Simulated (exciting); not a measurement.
# K (Im-3m) in exciting: reference runs

Aim: a first look at K with PBE, on the cell as given and on a disturbed one.

Everything below comes from runs of exciting (release sodium). Logs are shortened: lines on timing, memory, paths and dates and some standing lists are left out, and cuts for length are marked.

**1. The crystal as given**

The structure is cubic, space group Im-3m (No. 229). The conventional cell has a = 5.395 Å, b = 5.395 Å, c = 5.395 Å, α = 90.00°, β = 90.00°, γ = 90.00°.

**2. Single point, PBE**

input.xml reads:

```xml
<input>
  <title>K</title>
  <structure speciespath="./" tshift="false">
    <crystal scale="1">
      <basevect>-5.097646801715 5.097646801715 5.097646801715</basevect>
      <basevect>5.097646801715 -5.097646801715 5.097646801715</basevect>
      <basevect>5.097646801715 5.097646801715 -5.097646801715</basevect>
    </crystal>
    <species speciesfile="K.xml" rmt="2.2">
      <atom coord="0.000000000000 0.000000000000 0.000000000000"/>
    </species>
  </structure>
  <groundstate do="fromscratch" ngridk="7 7 7" rgkmax="7" gmaxvr="14" lmaxapw="10" lmaxmat="10" lmaxvr="8" xctype="GGA_PBE" stype="Fermi Dirac" swidth="0.00183747" nempty="8" ValenceRelativity="iora*" epsengy="1e-06" epspot="1e-06" maxscl="80" tforce="true" outputlevel="normal"/>
</input>
```

Potentials or basis: all-electron LAPW+lo, shipped species files, valence relativity iora*.

Command:

```sh
> OMP_NUM_THREADS=1 exciting_smp
```

INFO.OUT:

```text
================================================================================
EXCITING SODIUM started
[... 10 lines left out ...]

 Lattice vectors (cartesian) :
     -5.0976468017      5.0976468017      5.0976468017
      5.0976468017     -5.0976468017      5.0976468017
      5.0976468017      5.0976468017     -5.0976468017

 Reciprocal lattice vectors (cartesian) :
     -0.0000000000      0.6162829195      0.6162829195
      0.6162829195     -0.0000000000      0.6162829195
      0.6162829195      0.6162829195     -0.0000000000

 Unit cell volume                           :     529.8698585967
 Brillouin zone volume                      :       0.4681342209

 Species :    1 (K)
     parameters loaded from                 :    K.xml
     name                                   :    potassium
     nuclear charge                         :     -19.00000000
     electronic charge                      :      19.00000000
     atomic mass                            :   71271.84085000
     muffin-tin radius                      :       2.20000000
     # of radial points in muffin-tin       :     350

     atomic positions (lattice) :
[... 7 lines left out ...]
 Number of crystal symmetries               :      48

 k-point grid                               :       7    7    7
 Total number of k-points                   :      20
 k-point set is reduced with crystal symmetries

 R^MT_min * |G+k|_max (rgkmax)              :       7.00000000
 Species with R^MT_min                      :       1 (K)
 Maximum |G+k| for APW functions            :       3.18181818
 Maximum |G| for potential and density      :      14.00000000

 G-vector grid sizes                        :      40    40    40
 Total number of G-vectors                  :   24643

 Maximum angular momentum used for
     APW functions                          :      10
     computing H and O matrix elements      :      10
     potential and density                  :       8
     inner part of muffin-tin               :       2

 Total nuclear charge                       :     -19.00000000
 Total electronic charge                    :      19.00000000
 Total core charge                          :      10.00000000
 Total valence charge                       :       9.00000000

 Number of empty states                     :       8
 Total number of valence states             :      13

 Maximum Hamiltonian size                   :     329
 Maximum number of plane-waves              :     321
 Total number of local-orbitals             :       8

 Exchange-correlation type                  :      20
[... 23 lines left out ...]
+ SCF iteration number :    1                                                  +
++++++++++++++++++++++++++++++++++++++++++++++++++++++++++++++++++++++++++++++++
 Total energy                               :      -602.21150375
 _______________________________________________________________
 Fermi energy                               :         0.02676890
 Kinetic energy                             :       606.32781060
 Coulomb energy                             :     -1175.13246795
 Exchange energy                            :       -32.65486076
 Correlation energy                         :        -0.75198563

 DOS at Fermi energy (states/Ha/cell)       :        23.40421743

 Electron charges :
     core                                   :        10.00000000
     core leakage                           :         0.00000069
     valence                                :         9.00000000
     interstitial                           :         1.70991358
     charge in muffin-tin spheres :
                  atom     1     K          :        17.29008642
     total charge in muffin-tins            :        17.29008642
     total charge                           :        19.00000000

++++++++++++++++++++++++++++++++++++++++++++++++++++++++++++++++++++++++++++++++
+ SCF iteration number :    2                                                  +
++++++++++++++++++++++++++++++++++++++++++++++++++++++++++++++++++++++++++++++++
 Total energy                               :      -602.17802536
 _______________________________________________________________
 Fermi energy                               :         0.02598642
 Kinetic energy                             :       606.30428630
 Coulomb energy                             :     -1175.07707425
 Exchange energy                            :       -32.65320185
 Correlation energy                         :        -0.75203555

 DOS at Fermi energy (states/Ha/cell)       :        23.41080512

 Electron charges :
     core                                   :        10.00000000
     core leakage                           :         0.00000069
     valence                                :         9.00000000
     interstitial                           :         1.70921524
     charge in muffin-tin spheres :
                  atom     1     K          :        17.29078476
     total charge in muffin-tins            :        17.29078476
     total charge                           :        19.00000000

 RMS change in effective potential (target) :  0.347684E-01  ( 0.100000E-05)
 Absolute change in total energy   (target) :  0.334784E-01  ( 0.100000E-05)
 Charge distance                   (target) :  0.221880E-03  ( 0.100000E-04)
 Abs. change in max-nonIBS-force   (target) :   0.00000      ( 0.500000E-04)

++++++++++++++++++++++++++++++++++++++++++++++++++++++++++++++++++++++++++++++++
+ SCF iteration number :    3                                                  +
++++++++++++++++++++++++++++++++++++++++++++++++++++++++++++++++++++++++++++++++
 Total energy                               :      -602.15541313
 _______________________________________________________________
 Fermi energy                               :         0.02532742
 Kinetic energy                             :       606.28458378
 Coulomb energy                             :     -1175.03589203
 Exchange energy                            :       -32.65202709
 Correlation energy                         :        -0.75207779

 DOS at Fermi energy (states/Ha/cell)       :        23.41636954

 Electron charges :
     core                                   :        10.00000000
     core leakage                           :         0.00000069
     valence                                :         9.00000000
     interstitial                           :         1.70860949
     charge in muffin-tin spheres :
                  atom     1     K          :        17.29139051
     total charge in muffin-tins            :        17.29139051
     total charge                           :        19.00000000
[... 185 lines left out ...]
 DOS at Fermi energy (states/Ha/cell)       :        23.43094329

 Electron charges :
     core                                   :        10.00000000
     core leakage                           :         0.00000070
     valence                                :         9.00000000
     interstitial                           :         1.70697421
     charge in muffin-tin spheres :
                  atom     1     K          :        17.29302579
     total charge in muffin-tins            :        17.29302579
     total charge                           :        19.00000000

 RMS change in effective potential (target) :  0.132816E-08  ( 0.100000E-05)
 Absolute change in total energy   (target) :  0.290064E-06  ( 0.100000E-05)
 Charge distance                   (target) :  0.160896E-08  ( 0.100000E-04)
 Abs. change in max-nonIBS-force   (target) :   0.00000      ( 0.500000E-04)

++++++++++++++++++++++++++++++++++++++++++++++++++++++++++++++++++++++++++++++++
+ SCF iteration number :   11                                                  +
++++++++++++++++++++++++++++++++++++++++++++++++++++++++++++++++++++++++++++++++
 Total energy                               :      -602.12445754
 _______________________________________________________________
 Fermi energy                               :         0.02343347
 Kinetic energy                             :       606.22767046
 Coulomb energy                             :     -1174.95006855
 Exchange energy                            :       -32.64985680
 Correlation energy                         :        -0.75220266

 DOS at Fermi energy (states/Ha/cell)       :        23.43094182

 Electron charges :
     core                                   :        10.00000000
     core leakage                           :         0.00000070
     valence                                :         9.00000000
     interstitial                           :         1.70697421
     charge in muffin-tin spheres :
                  atom     1     K          :        17.29302579
     total charge in muffin-tins            :        17.29302579
     total charge                           :        19.00000000

 RMS change in effective potential (target) :  0.553340E-09  ( 0.100000E-05)
 Absolute change in total energy   (target) :  0.525489E-07  ( 0.100000E-05)
 Charge distance                   (target) :  0.201115E-09  ( 0.100000E-04)
 Abs. change in max-nonIBS-force   (target) :   0.00000      ( 0.500000E-04)

++++++++++++++++++++++++++++++++++++++++++++++++++++++++++++++++++++++++++++++++
| Convergency criteria checked for the last 2 iterations                       +
| Convergence targets achieved. Performing final SCF iteration                 +
++++++++++++++++++++++++++++++++++++++++++++++++++++++++++++++++++++++++++++++++
 Total energy                               :      -602.12445747
 _______________________________________________________________
 Fermi energy                               :         0.02343347
 Kinetic energy                             :       606.22767047
 Coulomb energy                             :     -1174.95006848
 Exchange energy                            :       -32.64985680
 Correlation energy                         :        -0.75220266

 DOS at Fermi energy (states/Ha/cell)       :        23.43094139

 Electron charges :
     core                                   :        10.00000000
     core leakage                           :         0.00000070
     valence                                :         9.00000000
     interstitial                           :         1.70697421
     charge in muffin-tin spheres :
                  atom     1     K          :        17.29302579
     total charge in muffin-tins            :        17.29302579
     total charge                           :        19.00000000

++++++++++++++++++++++++++++++++++++++++++++++++++++++++++++++++++++++++++++++++
+ Self-consistent loop stopped                                                 +
++++++++++++++++++++++++++++++++++++++++++++++++++++++++++++++++++++++++++++++++
 STATE.OUT is written

--------------------------------------------------------------------------------
- Writing atomic positions and forces                                          -
--------------------------------------------------------------------------------

 Atomic positions (lattice) :
 atom     1   K  :     0.00000000    0.00000000    0.00000000

 Total atomic forces including IBS (cartesian) :
 atom     1   K  :     0.00000000    0.00000000    0.00000000

 Atomic force components including IBS (cartesian) :
 atom     1   K  :     0.00000000    0.00000000    0.00000000   HF force
                 :     0.00000000    0.00000000    0.00000000   core correction
                 :     0.00000000    0.00000000    0.00000000   IBS correction

********************************************************************************
[... 7 lines left out ...]
| EXCITING SODIUM stopped                                                      =
================================================================================
```

Wall time 26 s (1 thread of AMD EPYC 7R43 (Zen 3), shared host); peak memory 0.13 GiB.

Results:

```yaml
Free_energy: -16384.6483 eV
Band_gap_on_the_k_mesh: none (metal or under the smearing width)
All_electrons_inside_the_program's_atomic_spheres: K 17.29 (radii K 2.2 bohr)
```

Levels at points of the mesh, in eV from the Fermi level:
```tsv
k point	band 1	band 2	band 3	band 4	band 5	band 6	band 7	band 8	band 9	band 10
(0.00, 0.00, 0.00)	-32.18	-15.63	-15.63	-15.63	-2.06	4.24	4.24	4.24	5.11	5.11
```

Caveat: rgkmax is low for these elements, so energy differences scatter by about 1 meV per atom; the log's total energy holds no entropy term; the free energy is that total less TS from the occupations.

[end of part 1 of 2]
